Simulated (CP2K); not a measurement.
Runs of CP2K 2026.2 on BeS. Symmetry: F-43m, No. 216, cubic system. Conventional cell: a = 4.850 Å, b = 4.850 Å, c = 4.850 Å, α = 90.00°, β = 90.00°, γ = 90.00°. Around S (site symmetry -43m) lie 4 Be at 2.10 Å. Be (site symmetry -43m) is surrounded by 4 S at 2.10 Å. 

| level | potentials or basis | smearing | NGRIDS | points a segment of the path (NPOINTS) | bands added on the path | CUTOFF of the grids | gap on the mesh (eV) | pressure (GPa) |
| --- | --- | --- | --- | --- | --- | --- | --- | --- |
| LDA | GTH_POTENTIALS S GTH-PADE-q6, Be GTH-PADE-q4; TZVP-MOLOPT-PBE-GTH basis | fermi-dirac 0.0259 eV | 4 | 8 | 2 | 850 Ry | 4.10 | -1.8 |
| r2SCAN | POTENTIAL_UZH S GTH-SCAN-q6, Be GTH-SCAN-q4; TZVP-MOLOPT-SCAN-GTH basis | fermi-dirac 0.05 eV | 5 | 8 | 4 | 1250 Ry | 4.83 | 2.5 |
| TB-mBJ | POTENTIAL_UZH S GTH-PBE-q6, Be GTH-PBE-q4; TZVP-MOLOPT-PBE-GTH basis | fermi-dirac 0.01 eV | 5 | 8 | 6 | 1250 Ry | (a) | - |
| PBEsol | POTENTIAL_UZH S GTH-PBE-q6, Be GTH-PBE-q4; TZVP-MOLOPT-PBE-GTH basis | fermi-dirac 0.05 eV | 5 | 10 | 6 | 850 Ry | (b) | 1.0 |

Alike in all rows: task band structure; no spin polarisation; cell as given; k mesh 9 × 9 × 9.

Task: Fill in the values left out.

Result: (a) 4.72; (b) 4.14.

Caveats: the mesh misses the band edges, which the band path finds closer together; the basis of atomic orbitals isn't converged, which shifts pressures, moduli and gaps; the potentials were made for another functional, which shifts forces and pressure (some runs); this is a model potential without an energy functional, so only levels have meaning (some runs).

Runs at the PBE level aren't shown here.
